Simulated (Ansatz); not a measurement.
Reactions of C3H7BF2 (`CC(C)B(F)F`).

Calculated with Ansatz (gas phase, PBE0-D4/def2-TZVP geometries, no zero-point term in ΔE). CCSD(T)/CBS is the MP2 limit (def2-TZVPP, def2-QZVPP) plus CCSD(T) − MP2 in def2-TZVPP, frozen cores. This one scheme is used for every species, atoms too. Open shells (•) are unrestricted, without spin–orbit coupling. Spin–orbit coupling would lower the free atoms: a little for B, C, F. Elements past krypton have def2 core potentials. Bonds to I, Sn are less sure, by a few kJ/mol each and by 10 to 20 or more in all where they break to atoms, as the def2 sets lack core-valence functions. One conformer a species, not always the lowest.

Question: Order these by ΔE at CCSD(T)/CBS, lowest first. (An estimate is asked.)
A. `CC(C)B(F)F` + CH₃NH₂ → `CNB(F)F` + propane
B. `CC(C)B(F)F` + `[F][SnH]([SH])[Cl]` → `C[S][SnH]([F])[Cl]` + `CCB(F)F`
C. `CC(C)B(F)F` + HI → `FB(F)I` + propane
D. `CC(C)B(F)F` + `O[SiH]([SiH3])S` → `CO[SiH]([SiH3])S` + `CCB(F)F`
E. `CC(C)B(F)F` → `FBF` + propene
F. `CC(C)B(F)F` + HCl → `CC(Cl)B(F)F` + CH₄
G. `CC(C)B(F)F` → B• + 3 C• + 2 F• + 7 H•
H. `CC(C)B(F)F` + acetic acid → `CC(=O)OB(F)F` + propane

Answer: A (-1.21 eV), H (-0.87 eV), C (-0.45 eV), B (+0.04 eV), F (+0.15 eV), D (+0.46 eV), E (+1.40 eV), G (+56.45 eV).

Largest T1 diagnostic: 0.015, for `CC(=O)O`.
